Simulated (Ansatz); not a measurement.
**CO2: properties at the relaxed cell**

This session takes CO2 and sets out to measure the bulk modulus from energies at several volumes.

Program: Ansatz 0.2.0. Level of theory: DFT PBE, scalar-relativistic, plane waves, PAW. These are calculated values, not measurements.

## Step 1: The starting structure

Symmetry: I-42d, No. 122, tetragonal system. The conventional cell has a = 3.965 Å, b = 3.965 Å, c = 5.982 Å, α = 90.00°, β = 90.00°, γ = 90.00°. C (site symmetry -4) is surrounded by 4 O at 1.40 Å. O (site symmetry 2) has 2 C at 1.40 Å as nearest neighbours.

Coordinates:

```cif
data_structure
_symmetry_space_group_name_H-M 'P 1'
_symmetry_Int_Tables_number 1
_cell_length_a 4.0998
_cell_length_b 4.0998
_cell_length_c 4.0998
_cell_angle_alpha 122.163
_cell_angle_beta 122.163
_cell_angle_gamma 86.292
_cell_volume 47.03
loop_
_atom_site_label
_atom_site_type_symbol
_atom_site_fract_x
_atom_site_fract_y
_atom_site_fract_z
_atom_site_occupancy
C1 C 0.00000 0.00000 0.00000 1
C2 C 0.75000 0.25000 0.50000 1
O1 O 0.37500 0.28930 0.41430 1
O2 O 0.71070 0.12500 0.08570 1
O3 O 0.87500 0.96070 0.58570 1
O4 O 0.03930 0.62500 0.91430 1
```

This cell was relaxed beforehand with the same method: volume 7.84 Å³/atom, gap on the mesh 7.71 eV.

## Step 2: The cell scaled to 0.97 of its volume

input.yaml

```yaml
crystal:
  lattice:
    - [-1.9624591313, 1.9624591313, 2.9610198255]
    - [1.9624591313, -1.9624591313, 2.9610198255]
    - [1.9624591313, 1.9624591313, -2.9610198255]
  atoms:
    - { symbol: C, position: [0.0, 0.0, 0.0] }
    - { symbol: C, position: [0.75, 0.25, 0.5] }
    - { symbol: O, position: [0.375, 0.2893001686, 0.4143001686] }
    - { symbol: O, position: [0.7106998314, 0.125, 0.0856998314] }
    - { symbol: O, position: [0.875, 0.9606998314, 0.5856998314] }
    - { symbol: O, position: [0.0393001686, 0.625, 0.9143001686] }
basis:
  ecutwfc: 420
kpoints:
  mp_grid: { grid: [8, 8, 8] }
hamiltonian:
  xc: pbe
scf:
  occupations: { method: gaussian, width: 0.02 }
output:
  forces: true
  stress: true
  eigenvalues: true
relax:
  adjacent_minimum: "off"
  f_tol: 0.01
  max_steps: 30
  cell: { stress_tol: 0.1, fix: [volume] }
```

Run with:

```bash
$ ansatz run input.yaml --threads 2 --pin off --max-ram 5120MiB --backend cpu --events-out ev --progress --plain --runs-dir out
```

## Step 3: The cell scaled to 1.03 of its volume

input.yaml: that of step 2 with these lines changed.

```diff
@@ -2,5 +2,5 @@
   lattice:
-    - [-1.9624591313, 1.9624591313, 2.9610198255]
-    - [1.9624591313, -1.9624591313, 2.9610198255]
-    - [1.9624591313, 1.9624591313, -2.9610198255]
+    - [-2.0021154547, 2.0021154547, 3.0208545287]
+    - [2.0021154547, -2.0021154547, 3.0208545287]
+    - [2.0021154547, 2.0021154547, -3.0208545287]
   atoms:
@@ -24,2 +24,6 @@
   eigenvalues: true
+  write_density: true
+  write_potential: true
+  elf: true
+  volumetric_format: npy
 relax:
```

## Step 4: The cell scaled to 0.94 of its volume

input.yaml

```yaml
crystal:
  lattice:
    - [-1.9356624812, 1.9356624812, 2.949438959]
    - [1.9356624812, -1.9356624812, 2.949438959]
    - [1.9356624812, 1.9356624812, -2.949438959]
  atoms:
    - { symbol: C, position: [0.0, 0.0, 0.0] }
    - { symbol: C, position: [0.75, 0.25, 0.5] }
    - { symbol: O, position: [0.375, 0.2944246998, 0.4194246998] }
    - { symbol: O, position: [0.7055753002, 0.125, 0.0805753002] }
    - { symbol: O, position: [0.875, 0.9555753002, 0.5805753002] }
    - { symbol: O, position: [0.0444246998, 0.625, 0.9194246998] }
basis:
  ecutwfc: 420
kpoints:
  mp_grid: { grid: [8, 8, 8] }
hamiltonian:
  xc: pbe
scf:
  occupations: { method: gaussian, width: 0.02 }
output:
  forces: true
  stress: true
  eigenvalues: true
relax:
  adjacent_minimum: "off"
  f_tol: 0.01
  max_steps: 30
  cell: { stress_tol: 0.1, fix: [volume] }
```

## Step 5: Point at V/V0 = 1.06

input.yaml

```yaml
crystal:
  lattice:
    - [-2.027510673, 2.027510673, 3.0314498677]
    - [2.027510673, -2.027510673, 3.0314498677]
    - [2.027510673, 2.027510673, -3.0314498677]
  atoms:
    - { symbol: C, position: [0.0, 0.0, 0.0] }
    - { symbol: C, position: [0.75, 0.25, 0.5] }
    - { symbol: O, position: [0.375, 0.2843320294, 0.4093320294] }
    - { symbol: O, position: [0.7156679706, 0.125, 0.0906679706] }
    - { symbol: O, position: [0.875, 0.9656679706, 0.5906679706] }
    - { symbol: O, position: [0.0343320294, 0.625, 0.9093320294] }
basis:
  ecutwfc: 420
kpoints:
  mp_grid: { grid: [8, 8, 8] }
hamiltonian:
  xc: pbe
scf:
  occupations: { method: gaussian, width: 0.02 }
output:
  forces: true
  stress: true
  eigenvalues: true
relax:
  adjacent_minimum: "off"
  f_tol: 0.01
  max_steps: 30
  cell: { stress_tol: 0.1, fix: [volume] }
```

## Step 6: Volume × 0.91

input.yaml

```yaml
crystal:
  lattice:
    - [-1.9079546544, 1.9079546544, 2.9388411897]
    - [1.9079546544, -1.9079546544, 2.9388411897]
    - [1.9079546544, 1.9079546544, -2.9388411897]
  atoms:
    - { symbol: C, position: [0.0, 0.0, 0.0] }
    - { symbol: C, position: [0.75, 0.25, 0.5] }
    - { symbol: O, position: [0.375, 0.2997143226, 0.4247143226] }
    - { symbol: O, position: [0.7002856774, 0.125, 0.0752856774] }
    - { symbol: O, position: [0.875, 0.9502856774, 0.5752856774] }
    - { symbol: O, position: [0.0497143226, 0.625, 0.9247143226] }
basis:
  ecutwfc: 420
kpoints:
  mp_grid: { grid: [8, 8, 8] }
hamiltonian:
  xc: pbe
scf:
  occupations: { method: gaussian, width: 0.02 }
output:
  forces: true
  stress: true
  eigenvalues: true
  write_density: true
  write_potential: true
  elf: true
  volumetric_format: npy
relax:
  adjacent_minimum: "off"
  f_tol: 0.01
  max_steps: 30
  cell: { stress_tol: 0.1, fix: [volume] }
```

## Step 7: Volume × 1.10

input.yaml

```yaml
crystal:
  lattice:
    - [-2.0582196899, 2.0582196899, 3.0526713548]
    - [2.0582196899, -2.0582196899, 3.0526713548]
    - [2.0582196899, 2.0582196899, -3.0526713548]
  atoms:
    - { symbol: C, position: [0.0, 0.0, 0.0] }
    - { symbol: C, position: [0.75, 0.25, 0.5] }
    - { symbol: O, position: [0.375, 0.2795005369, 0.4045005369] }
    - { symbol: O, position: [0.7204994631, 0.125, 0.0954994631] }
    - { symbol: O, position: [0.875, 0.9704994631, 0.5954994631] }
    - { symbol: O, position: [0.0295005369, 0.625, 0.9045005369] }
basis:
  ecutwfc: 420
kpoints:
  mp_grid: { grid: [8, 8, 8] }
hamiltonian:
  xc: pbe
scf:
  occupations: { method: gaussian, width: 0.02 }
output:
  forces: true
  stress: true
  eigenvalues: true
relax:
  adjacent_minimum: "off"
  f_tol: 0.01
  max_steps: 30
  cell: { stress_tol: 0.1, fix: [volume] }
```

## Step 8: Volume × 0.88

input.yaml

```yaml
crystal:
  lattice:
    - [-1.8789539837, 1.8789539837, 2.9303615496]
    - [1.8789539837, -1.8789539837, 2.9303615496]
    - [1.8789539837, 1.8789539837, -2.9303615496]
  atoms:
    - { symbol: C, position: [0.0, 0.0, 0.0] }
    - { symbol: C, position: [0.75, 0.25, 0.5] }
    - { symbol: O, position: [0.375, 0.305177159, 0.430177159] }
    - { symbol: O, position: [0.694822841, 0.125, 0.069822841] }
    - { symbol: O, position: [0.875, 0.944822841, 0.569822841] }
    - { symbol: O, position: [0.055177159, 0.625, 0.930177159] }
basis:
  ecutwfc: 420
kpoints:
  mp_grid: { grid: [8, 8, 8] }
hamiltonian:
  xc: pbe
scf:
  occupations: { method: gaussian, width: 0.02 }
output:
  forces: true
  stress: true
  eigenvalues: true
relax:
  adjacent_minimum: "off"
  f_tol: 0.01
  max_steps: 30
  cell: { stress_tol: 0.1, fix: [volume] }
```

(Steps that only read results are left out.)

**Question.** What will these runs give? Wanted: equilibrium volume of the fit; bulk modulus.

As calculated:

| quantity | value |
| --- | --- |
| equilibrium volume of the fit | 7.84 Å³/atom |
| bulk modulus | 139 GPa |
| its pressure derivative | 3.5 |

In words: The fit puts the minimum at 7.84 Å³/atom with B = 139 GPa and B' = 3.5. The gap on the mesh goes from 7.75 eV at the smallest volume to 7.36 eV at the largest.
